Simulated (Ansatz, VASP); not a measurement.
# Two plane-wave programs on C

```
C
1.0
     0.00000    1.79777    1.79777
     1.79777    0.00000    1.79777
     1.79777    1.79777    0.00000
C
2
Cartesian
  0.0000 0.0000 0.0000
  0.8989 0.8989 0.8989
```

Alike in both runs: task single point; functional r2SCAN; k mesh 12 × 12 × 12; occupations gaussian, width 0.02 eV; no spin polarisation.

```csv
,VASP,Ansatz
version,VASP 6.6.1,Ansatz 0.2.0
potentials or method,"VASP PAW PBE potentials, release 64 (C)","scalar-relativistic, plane waves, PAW"
plane-wave cutoff (eV),520,500
valence electrons in the cell,8,8
```

```tsv
	VASP	Ansatz	Ansatz less VASP
gap on the k mesh at the Fermi level (eV)	4.29	4.31	+0.028
least direct gap on the mesh (eV)	5.77	5.81	+0.043
pressure (GPa)	-11.6	-12.6	-1.00
```

The functional is the same, so the differences come from potentials, cutoffs and numerics.

Caveats: the PAW data sets were made with another functional, which shifts forces and pressure a little (VASP).
